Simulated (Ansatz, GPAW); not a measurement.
This is a calculation of BAs for Ansatz 0.2.0. 

File input.yaml:

```yaml
crystal:
  lattice:
    - [0.0, 2.3885, 2.3885]
    - [2.3885, 0.0, 2.3885]
    - [2.3885, 2.3885, 0.0]
  atoms:
    - { symbol: As, position: [0.75, 0.75, 0.75] }
    - { symbol: B, position: [0.0, 0.0, 0.0] }
kpoints:
  mp_grid: { grid: [10, 10, 10] }
scf:
  occupations: { method: gaussian, width: 0.03 }
hamiltonian:
  xc: pbe
  pseudopotentials: { kind: all_electron, lapw: { basis_error: 0.001 } }
output:
  forces: true
  stress: true
  eigenvalues: true
```

Potentials or basis: all-electron LAPW, scalar-relativistic.

Launch:

```bash
$ ansatz run input.yaml --threads 1 --pin off --max-ram 3072MiB --backend cpu --events-out ev --progress --plain --runs-dir out
```

Task: What does the same run look like in GPAW 26.7.0 (ASE script)? Potentials or basis there: GPAW PAW data sets (gpaw-data 1.2.1), cutoff 800 eV.

Result: As run (cutoffs and basis follow the program's own potentials, and thresholds, step limits or extra output files can differ):

File run.py:

```python
from ase.dft.bandgap import bandgap
from ase.io import read, write
from ase.units import Bohr, GPa
from gpaw import GPAW, PW
from gpaw.elf import elf_from_dft_calculation

atoms = read('BAs.xyz')

calc = GPAW(mode=PW(800),
            xc='PBE',
            kpts={'size': (10, 10, 10), 'gamma': True},
            occupations={'name': 'methfessel-paxton', 'order': 0, 'width': 0.03},
            nbands=11,
            convergence={'density': 1e-05, 'energy': 1e-05},
            maxiter=150,
            txt='gpaw.txt')
atoms.calc = calc
energy = atoms.get_potential_energy()
forces = atoms.get_forces()
stress = atoms.get_stress()
calc.write('gs.gpw')
write('result.traj', atoms)
print(f'Energy: {energy:.6f} eV')
print('Forces (eV/A):')
print(forces.round(4))
print('Stress (GPa):', (stress / GPa).round(3))
print('Fermi level:', round(calc.get_fermi_level(), 4), 'eV')
print(f'Gap: {bandgap(calc)[0]:.4f} eV, direct: {bandgap(calc, direct=True)[0]:.4f} eV')

# fields on the real-space grid
write('density.cube', atoms, data=calc.get_pseudo_density() * Bohr**3)
write('potential.cube', atoms, data=calc.get_electrostatic_potential())
write('elf.cube', atoms, data=elf_from_dft_calculation(calc).data)
```

File BAs.xyz:

```xyz
2
Lattice="0.0000000000 2.3885000000 2.3885000000 2.3885000000 0.0000000000 2.3885000000 2.3885000000 2.3885000000 0.0000000000" Properties=species:S:1:pos:R:3 pbc="T T T"
As     3.5827500000      3.5827500000      3.5827500000
B      0.0000000000      0.0000000000      0.0000000000
```

Potentials or basis: GPAW PAW data sets (gpaw-data 1.2.1), pw.

The run is started by

```console
$ OMP_NUM_THREADS=1 python run.py
```

Both were run:

|  | Ansatz | GPAW |
| --- | --- | --- |
| Pressure | 2.7 GPa | 3.3 GPa |

Where Ansatz's input types no cutoff or centring, it takes its own default and a Γ-centred mesh.

Pressure is positive in compression.
